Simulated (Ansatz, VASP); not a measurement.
NiO in VASP and in Ansatz

```xyz
2
Lattice="0.0000 2.0719 2.0719 2.0719 0.0000 2.0719 2.0719 2.0719 0.0000" Properties=species:S:1:pos:R:3 pbc="T T T"
Ni    0.0000    0.0000    0.0000
O     2.0719    2.0719    2.0719
```

Change from the starting cell: volume scaled by 0.98.

Alike in both runs: task single point; functional PBE; k mesh 11 × 11 × 11; occupations fermi-dirac, width 0.05 eV; collinear spin, ferromagnetic start.

```csv
,VASP,Ansatz
version,VASP 6.6.1,Ansatz 0.2.0
potentials or method,"VASP PAW PBE potentials, release 64 (Ni, O)",Ansatz PAW
plane-wave cutoff (eV),520,420
valence electrons in the cell,16,24
```

```csv
,VASP,Ansatz,Ansatz less VASP
gap on the k mesh at the Fermi level (eV),none,none,-
pressure (GPa),8.9,9.4,+0.53
net moment per atom (μB),0.80,0.82,+0.026
size of the moment on the site where the two differ most (μB),0.23,0.26,+0.023
```

Site moments also hang on the region over which each program counts them. A gap of «none» marks a metal or a gap that the smearing closes. The two sets of potentials don't hold the same shells in valence.

Caveats: a cell with one magnetic atom can't hold antiferromagnetic order, which such compounds often take; semilocal functionals often make such compounds metallic where correlation or magnetic order opens a gap, which also shifts bond lengths; the pressure holds a Pulay correction of +0.8 GPa for the finite cutoff (Ansatz).
